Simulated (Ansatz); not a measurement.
# Worked example: C5H12 + GeH2(SH)2 → C4H10S + GeH2(CH3)(SH)

Species: C5H12 (isopentane) `CCC(C)C`, singlet; GeH2(SH)2, singlet; C4H10S (isobutyl mercaptan) `CC(C)CS`, singlet; GeH2(CH3)(SH), singlet. The partners trade CH3 for SH: C–CH3 and Ge–SH bonds give way to C–SH and Ge–CH3.

Shapes, held fixed at every level: PBE0-D4/def2-TZVP. Flexible molecules stand in one conformer, not always the lowest. Programs: Ansatz 0.2.0. Electronic energies: no zero-point or thermal term.

At CCSD(T)/def2-TZVPP; 1 Eh = 2625.50 kJ/mol:

```
      species   energy (Eh)
        C5H12   -197.397901
    GeH2(SH)2  -2873.521434
       C4H10S   -555.888972
GeH2(CH3)(SH)  -2515.006755
```

**Question.** Work out ΔE of the reaction at this level.

**Answer.** 
1. Products less reactants: (-555.888972) + (-2515.006755) − [(-197.397901) + (-2873.521434)] = 0.023608 Eh = +62.0 kJ/mol.

Other levels give +61.2 (MP2/def2-TZVPP) to +68.8 kJ/mol (HF/def2-TZVPP). No measured value is set beside it here. Relativity is left out for Ge. Outer-core shells of Ge are correlated in most correlated rows, in sets that cover them unevenly.
